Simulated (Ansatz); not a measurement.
BN: zone-centre modes

Method: Ansatz, DFT r2SCAN, scalar-relativistic, plane waves, PAW. The runs took a 500 eV cutoff, a Γ-centred 10×10×6 mesh and Gaussian smearing (0.05 eV). No spin polarisation.

The undisturbed cell (relaxed at this level):

```
B N
1.0
     0.00000   -1.80481   -1.80481
     0.00000    1.80481   -1.80481
     3.60963    0.00000    0.00000
B N
2 2
Direct
  0.50000 0.50000 0.50000
  0.00000 0.00000 0.00000
  0.00000 0.50000 0.25000
  0.50000 0.00000 0.75000
```

Harmonic modes by finite displacements of 0.02 Å, without the LO–TO term. The cell doubles the primitive one, so its zone centre also holds the primitive cell's point q = (0, 1/2, 1/2).

**Question.** At this geometry, is the structure stable against these modes?

**Answer.** Yes: no mode is imaginary beyond 10 cm⁻¹, and only the three translations lie near zero.

**Question.** List the wavenumbers in cm⁻¹.

**Answer.** 0, 0, 0, 717, 717, 897, 897, 1026, 1044, 1044, 1044, 1170.

Cost: 1 run of about 0.89 core-minutes, on Arm Neoverse V1 (shared hosts).